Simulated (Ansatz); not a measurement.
# NbAs and TaAs in the tungsten carbide type

Computed with DFT PBE, scalar-relativistic, plane waves, PAW in Ansatz. Settings: cutoff 420 eV, Γ-centred meshes spaced at most about 0.3 Å⁻¹, and about 0.25 Å⁻¹ or finer for metals (2π included), Gaussian smearing. No spin polarisation.

Energies over the elements count from the elements' standard structures at the same level, with no fitted energy shifts.

NbAs in the tungsten carbide type (P-6m2 (No. 187); invented) has a = 3.424 Å, c = 3.489 Å, 17.71 Å³/atom, shortest distance 2.64 Å (Nb–As), formation energy -0.68 eV/atom, no gap on its mesh:

Space group P-6m2 (No. 187). a = 3.424 Å, b = 3.424 Å, c = 3.489 Å, α = 90.00°, β = 90.00°, γ = 120.00°
```json
{"atom": "Nb", "site": "1f", "symmetry": "-6m2", "x": "0.6667", "y": "0.3333", "z": "0.5000"}
{"atom": "As", "site": "1c", "symmetry": "-6m2", "x": "0.3333", "y": "0.6667", "z": "0.0000"}
```

Task: Predict cell, gap and energy of TaAs in the same type.

Result: TaAs (invented) has a = 3.414 Å, c = 3.484 Å, 17.58 Å³/atom, shortest distance 2.63 Å (Ta–As), formation energy -0.54 eV/atom, no gap on its mesh. The volume per atom changes by -0.7 % and the formation energy by +0.14 eV/atom (from unrounded values). The covalent radius goes from 1.64 Å (Nb) to 1.70 Å (Ta), a change of +0.06 Å, and the nearest contact of that site goes from 2.64 Å (Nb–As) to 2.63 Å (Ta–As); the electronegativity goes from 1.60 to 1.50. The lowest form of NbAs computed here is another, I4_1md (COD), 7 meV/atom lower. So small a margin is within the noise.

```
Ta As
1.0
     3.41391    0.00000    0.00000
    -1.70695    2.95653    0.00000
     0.00000    0.00000    3.48432
Ta As
1 1
Direct
  0.00000 0.00000 0.50000
  0.66667 0.33333 0.00000
```

These runs have no spin–orbit coupling, which can matter for Ta. The reference form of As is held partly by dispersion forces, which this level lacks. A negative formation energy doesn't yet make a cell stable against other compositions. Some types were kept out of the candidates beforehand, so the set may lack a known form.

Replacing Nb with Ta leaves the cell almost unchanged, and the volume even falls by 0.7 %, against the direction of the tabulated covalent radii. This is the familiar lanthanide contraction: the filled 4f shell screens the nuclear charge poorly, so the 5d metal ends up about as large as its 4d congener in the same group.

The formation energy, however, is less negative by 0.14 eV/atom, whereas the larger electronegativity difference alone would suggest a gain. The As reference cancels in this comparison, so the loss probably reflects the stronger d-d bonding of elemental Ta, which the arsenide recovers only in part.

The near-degeneracy of the two NbAs forms is chemically reasonable, since both build on trigonal-prismatic coordination and differ mainly in how the prisms are linked. TaAs is known to adopt the I4_1md structure as well, but without an energy for that form here, the negative formation energy says nothing about whether the tungsten carbide type could compete with it.
